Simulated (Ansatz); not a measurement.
Method: Ansatz 0.2.0, DFT, revPBE, plane waves (420 eV) with PAW, scalar-relativistic. The PAW files were generated under PBE, with cores re-solved for the functional.

An element in the omega (AlB2-type) structure gives this curve. The cell is scaled uniformly from the relaxed one, with fractional coordinates and shape fixed. Energies are extrapolated to zero smearing, pressures are those at the given smearing. Magnetic state: spin not included.

```csv
V (Å³/atom),E − E₀ (meV/atom),P (GPa)
16.502,132.9,22.16
17.252,52.6,12.62
18.002,11.5,5.36
18.752,0.0,-0.12
19.502,10.9,-4.24
20.252,38.4,-7.33
21.002,78.5,-9.62
```

Task: Which element is it?
A. titanium
B. arsenic
C. tungsten
D. gold

Result: D. Its fit is V₀ = 18.73 Å³/atom, B₀ = 119 GPa, B₀′ = 6.1.
